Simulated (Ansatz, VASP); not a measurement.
**SiO2 in VASP and in Ansatz**

File INCAR:

```
  PREC = Accurate
  ENCUT = 520
  EDIFF = 1E-7
  ISMEAR = -1
  SIGMA = 0.02
  LREAL = False
  LASPH = True
  NELM = 60
  ALGO = Normal
  ISIF = 2
  LWAVE = False
  LCHARG = True
  GGA = PE
  LELF = True
  LVHAR = True
  NBANDS = 15
```

File KPOINTS:

```
regular mesh
0
Gamma
  10 10 10
```

The input POSCAR:

```
SiO2
1.0
    0.0000000000      2.2720937034      2.2720937034
    2.2720937034      0.0000000000      2.2720937034
    2.2720937034      2.2720937034      0.0000000000
Si O
1 2
Direct
    0.0000000000      0.0000000000      0.0000000000
    0.2500000000      0.2500000000      0.2500000000
    0.7500000000      0.7500000000      0.7500000000
```

Input for Ansatz:

```yaml
crystal:
  lattice:
    - [0.0, 2.2720937034, 2.2720937034]
    - [2.2720937034, 0.0, 2.2720937034]
    - [2.2720937034, 2.2720937034, 0.0]
  atoms:
    - { symbol: Si, position: [0.0, 0.0, 0.0] }
    - { symbol: O, position: [0.25, 0.25, 0.25] }
    - { symbol: O, position: [0.75, 0.75, 0.75] }
kpoints:
  mp_grid: { grid: [10, 10, 10] }
  band_path:
    path:
      - [0.0, 0.0, 0.0]
      - [0.5, 0.0, 0.5]
      - [0.625, 0.25, 0.625]
      - [0.375, 0.375, 0.75]
      - [0.5, 0.5, 0.5]
      - [0.5, 0.25, 0.75]
    npoints: 1
hamiltonian:
  xc: pbe
scf:
  occupations: { method: fermi_dirac, width: 0.02 }
  n_extra_bands: 4
output:
  forces: true
  stress: true
  eigenvalues: true
```

Change from the starting cell: hydrostatic strain +0.3%.

Alike in both runs: task single point; functional PBE; k mesh 10 × 10 × 10; occupations fermi-dirac, width 0.02 eV; no spin polarisation.

```csv
,VASP,Ansatz
version,VASP 6.6.1,Ansatz 0.2.0
potentials or method,"VASP PAW PBE potentials, release 64 (Si, O)","plane waves, PAW"
plane-wave cutoff (eV),520,420
valence electrons in the cell,16,16
```

```csv
,VASP,Ansatz,Ansatz less VASP
gap on the k mesh at the Fermi level (eV),2.04,2.07,+0.028
pressure (GPa),7.2,6.8,-0.38
```

A k mesh can miss the band edges.
